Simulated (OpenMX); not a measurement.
KI:

```
I K
1.0
     0.00000    3.53277    3.53277
     3.53277    0.00000    3.53277
     3.53277    3.53277    0.00000
I K
1 1
Direct
  0.50000 0.50000 0.50000
  0.00000 0.00000 0.00000
```

Base run:

```yaml
Program: OpenMX 3.8.5
Functional: PBE
Potentials_or_basis: OpenMX 2013 PBE set, I7.0-s3p2d2, K10.0-s3p2, grid cutoff 300 Ry
k_mesh: 7 × 7 × 7
Occupations: fermi-dirac, width 0.05 eV
Spin: no spin polarisation
```

Its results: band gap on the k mesh 3.99 eV, direct; pressure 1.4 GPa.

Task: After a change of settings the same cell gave: band gap on the k mesh 3.73 eV, direct; pressure -1.2 GPa. Which change was it?
A. potentials or basis from OpenMX 2013 PBE set, I7.0-s3p2d2, K10.0-s3p2, grid cutoff 300 Ry to OpenMX 2013 PBE set, I7.0-s3p2d2f1, K10.0-s3p2d1, grid cutoff 420 Ry; k mesh from 7 × 7 × 7 to 5 × 5 × 5
B. potentials or basis from OpenMX 2013 PBE set, I7.0-s3p2d2, K10.0-s3p2, grid cutoff 300 Ry to OpenMX 2013 PBE set, I7.0-s3p2d2f1, K10.0-s3p2d1, grid cutoff 300 Ry
C. functional from PBE to LDA; potentials or basis from OpenMX 2013 PBE set, I7.0-s3p2d2, K10.0-s3p2, grid cutoff 300 Ry to OpenMX 2013 LDA set, I7.0-s3p2d2f1, K10.0-s3p2d1, grid cutoff 300 Ry
D. potentials or basis from OpenMX 2013 PBE set, I7.0-s3p2d2, K10.0-s3p2, grid cutoff 300 Ry to OpenMX 2013 PBE set, I7.0-s3p3d2f1, K10.0-s3p2d2, grid cutoff 300 Ry

Result: C.

Caveats: spin-orbit coupling is left out, which moves the levels of the heavy elements; the basis of atomic orbitals isn't converged, which shifts pressures, moduli and gaps.

Not every run made on this cell is shown here.
